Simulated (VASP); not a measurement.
# GaSb (F-43m) in VASP: further runs

GaSb is run at these levels: PBE; tasks: single point.

All numbers are computed with VASP 6.6.1; they aren't measurements. Logs are shortened: lines on timing, memory, paths and dates and some standing lists are left out, and cuts for length are marked.

**Experimental background.**

From a printed reference work, data compilation, for a bulk crystal of GaSb at 4.2 K: band gap 0.811 eV (direct).

The results are compared with them further down.

## Step 1: The cell of the first run

It takes space group F-43m (No. 216, cubic). Conventional cell: a = 6.216 Å, b = 6.216 Å, c = 6.216 Å, α = 90.00°, β = 90.00°, γ = 90.00°. Ga (site symmetry -43m) has 4 Sb at 2.69 Å within 3.5 Å. Sb (site symmetry -43m) has 4 Ga at 2.69 Å within 3.5 Å.

## Step 2: Single point, PBE

INCAR

```
SYSTEM = GaSb
ALGO = Normal
EDIFF = 1E-7
ENCUT = 520
GGA = PE
ISIF = 2
ISMEAR = -1
LASPH = .TRUE.
LCHARG = .TRUE.
LELF = .TRUE.
LREAL = .FALSE.
LVHAR = .TRUE.
LWAVE = .FALSE.
NBANDS = 16
NELM = 100
PREC = Accurate
SIGMA = 0.15
```

KPOINTS

```
k-points
0
G
  12 12 12
  0 0 0
```

POSCAR

```
GaSb
1.0
    0.0000000000      3.1078060433      3.1078060433
    3.1078060433      0.0000000000      3.1078060433
    3.1078060433      3.1078060433      0.0000000000
Ga Sb
1 1
Direct
    0.0000000000      0.0000000000      0.0000000000
    0.7500000000      0.7500000000      0.7500000000
```

Potentials or basis: VASP PAW PBE potentials, release 64 (Ga_d, Sb).

Started as:

```sh
> cat potpaw_PBE.64/Ga_d/POTCAR potpaw_PBE.64/Sb/POTCAR > POTCAR
> mpirun -np 1 vasp_std > vasp.out
```

OUTCAR:

```text
SYSTEM = GaSb
   EDIFF = 1E-7
   ENCUT = 520
   GGA = PE
   ISIF = 2
   ISMEAR = -1
   LASPH = .TRUE.
   LREAL = .FALSE.
   NELM = 100
   PREC = Accurate

 ion  position               nearest neighbor table
   1  0.000  0.000  0.000-   2 2.69   2 2.69   2 2.69   2 2.69
   2  0.750  0.750  0.750-   1 2.69   1 2.69   1 2.69   1 2.69

  LATTYP: Found a face centered cubic cell.
 ALAT       =     6.2156120866

  Lattice vectors:

 A1 = (   0.0000000000,   3.1078060433,   3.1078060433)
 A2 = (   3.1078060433,   0.0000000000,   3.1078060433)
 A3 = (   3.1078060433,   3.1078060433,   0.0000000000)

Analysis of symmetry for initial positions (statically):
=====================================================================
 Subroutine PRICEL returns:
 Original cell was already a primitive cell.

 Routine SETGRP: Setting up the symmetry group for a
 face centered cubic supercell.

 Subroutine GETGRP returns: Found 24 space group operations
 (whereof 24 operations were pure point group operations)
 out of a pool of 48 trial point group operations.

The static configuration has the point symmetry T_d .

Analysis of symmetry for dynamics (positions and initial velocities):
=====================================================================
 Subroutine PRICEL returns:
 Original cell was already a primitive cell.

 Routine SETGRP: Setting up the symmetry group for a
 face centered cubic supercell.

 Subroutine GETGRP returns: Found 24 space group operations
 (whereof 24 operations were pure point group operations)
 out of a pool of 48 trial point group operations.

The dynamic configuration has the point symmetry T_d .

 Subroutine INISYM returns: Found 24 space group operations
 (whereof 24 operations are pure point group operations),
 and found     1 'primitive' translations

----------------------------------------------------------------------------------------

                                     Primitive cell

  volume of cell :      60.0332

  direct lattice vectors                    reciprocal lattice vectors
     0.000000000  3.107806043  3.107806043    -0.160885201  0.160885201  0.160885201
     3.107806043  0.000000000  3.107806043     0.160885201 -0.160885201  0.160885201
     3.107806043  3.107806043  0.000000000     0.160885201  0.160885201 -0.160885201

  length of vectors
     4.395101456  4.395101456  4.395101456     0.278661342  0.278661342  0.278661342

  position of ions in fractional coordinates (direct lattice)
     0.000000000  0.000000000  0.000000000
     0.750000000  0.750000000  0.750000000

[... 77 lines left out ...]
   LREAL  =      F    real-space projection
   EDIFFG = 0.1E-05   stopping-criterion for IOM
   NSW    =      0    number of steps for IOM
   IBRION =     -1    ionic relax: 0-MD 1-quasi-New 2-CG
   NFREE  =      0    steps in history (QN), initial steepest desc. (CG)
   ISIF   =      2    stress and relaxation
   ISYM   =      2    0-nonsym 1-usesym 2-fastsym
   POTIM  = 0.5000    time-step for ionic-motion
   TEBEG  =    0.0;   TEEND  =   0.0 temperature during run
   PSTRESS=    0.0 pullay stress
   NELECT =      18.0000    total number of electrons
   NUPDOWN=      -1.0000    fix difference up-down
   EMIN   =  10.00;   EMAX   =-10.00  energy-range for DOS
   EFERMI =   0.00;   METHOD = LEGACY
   ISMEAR =    -1;   SIGMA  =   0.15  broadening in eV -4-tet -1-fermi 0-gaus
   EFERMI_NEDOS =   21; number of points for ismear=-14 and -15
   IALGO  =     38    algorithm
   IMIX   =      4    mixing-type and parameters
     AMIX     =   0.40;   BMIX     =  1.00
     AMIX_MAG =   1.60;   BMIX_MAG =  1.00
  volume/ion in A,a.u.               =      30.02       202.56
  Fermi-wavevector in a.u.,A,eV,Ry     =   1.095725  2.070621 16.335350  1.200614
  Thomas-Fermi vector in A             =   2.232054
   LORBIT       =      0    0 simple, 1 ext, 2 COOP (PROOUT), +10 PAW based schemes
   GGA     = PE    functional components
   LHFCALC =     F    Hartree Fock is set to
   AEXX    =    0.0000 exact exchange contribution
   IVDW    =     0    specifies the selected vdW correction
   LEPSILON=     F    determine dielectric tensor
   LRPA    =     F    only Hartree local field effects (RPA)
 non-spin polarized calculation
  energy-cutoff  :      520.00
  volume of cell :       60.03
 maximum number of plane-waves:      1639
 NGX is ok and might be reduce to    36
   NGX = 17   NGY = 17   NGZ = 17

 number of electron      17.9999991 magnetization

 Free energy of the ion-electron system (eV)
  ---------------------------------------------------
  ext. energy  EPLUGINS =         0.00000000
  ---------------------------------------------------
  free energy    TOTEN  =        -7.37544281 eV

  energy without entropy =       -7.36789565  energy(sigma->0) =       -7.37166923

 E-fermi :   4.5783     XC(G=0):  -8.8847

 val. band max:        4.3942484594   @ k =   0.0000   0.0000   0.0000
 cond. band min:       4.7039504982   @ k =   0.5000   0.0000   0.0000
 fundamental gap:      0.3097020388
 Fermi energy:         4.5783280728

 k-point     1 :       0.0000    0.0000    0.0000
  band No.  band energies     occupation
      1     -10.5487      2.00000
      2     -10.5487      2.00000
      3     -10.5487      2.00000
      4     -10.5058      2.00000
      5     -10.5058      2.00000
      6      -6.7619      2.00000
[... 433 lines left out ...]
      3     -10.5369      2.00000
      4     -10.5070      2.00000
      5     -10.5057      2.00000
      6      -5.0774      2.00000
[... 8 lines left out ...]
     15      12.9768      0.00000
     16      13.4210      0.00000

 [... further k-points ...]

------------------------ aborting loop because EDIFF is reached ----------------------------------------

  FORCE on cell =-STRESS in cart. coord.  units (eV):
  Direction    XX          YY          ZZ          XY          YZ          ZX
  --------------------------------------------------------------------------------------
  -------------------------------------------------------------------------------------
  Total        0.0250807      0.0250807      0.0250807      0.0000000      0.0000000      0.0000000
  in kB        0.6693584      0.6693584      0.6693584      0.0000000      0.0000000      0.0000000
  external PRESSURE =       0.6693584 kB  Pullay stress =       0.0000000 kB

 VOLUME and BASIS-vectors are now :
 -----------------------------------------------------------------------------
  energy-cutoff  :      520.00
  volume of cell :       60.03
      direct lattice vectors                 reciprocal lattice vectors
     0.000000000  3.107806043  3.107806043    -0.160885201  0.160885201  0.160885201
     3.107806043  0.000000000  3.107806043     0.160885201 -0.160885201  0.160885201
     3.107806043  3.107806043  0.000000000     0.160885201  0.160885201 -0.160885201

 POSITION                                       TOTAL-FORCE (eV/Angst)
 -----------------------------------------------------------------------------------
      0.00000      0.00000      0.00000        -0.000000      0.000000     -0.000000
      4.66171      4.66171      4.66171         0.000000     -0.000000      0.000000
 -----------------------------------------------------------------------------------
    total drift:                               -0.000001     -0.000001     -0.000001

  FREE ENERGIE OF THE ION-ELECTRON SYSTEM (eV)
  ---------------------------------------------------
  free  energy   TOTEN  =        -7.3754428145 eV

  energy  without entropy=       -7.3678956542  energy(sigma->0) =       -7.37166923
```

stdout:

```text
POSCAR found type information on POSCAR GaSb
 POSCAR found :  2 types and       2 ions
 scaLAPACK will be used
 LDA part: xc-table for (Slater+PW92), standard interpolation
 POSCAR, INCAR and KPOINTS ok, starting setup
 FFT: planning ... GRIDC
 FFT: planning ... GRID_SOFT
 FFT: planning ... GRID
 WAVECAR not read
 entering main loop
```

Wall time 77 s (1 thread of AMD EPYC 9R14 (Zen 4), shared host); peak memory 0.21 GiB.

Results:

| Property | Result |
| --- | --- |
| Free energy | -7.3754 eV |
| Pressure | 0.1 GPa |
| Band gap on the k mesh | zero (filled and empty bands touch) |

Caveat: semilocal functionals underestimate gaps, and a narrow one can read as zero; spin-orbit coupling is left out, which moves the levels of the heavy elements.

(Continued in part 2 of 2.)

The gap in the log of VASP goes by the Fermi energy; the results here count the filled bands.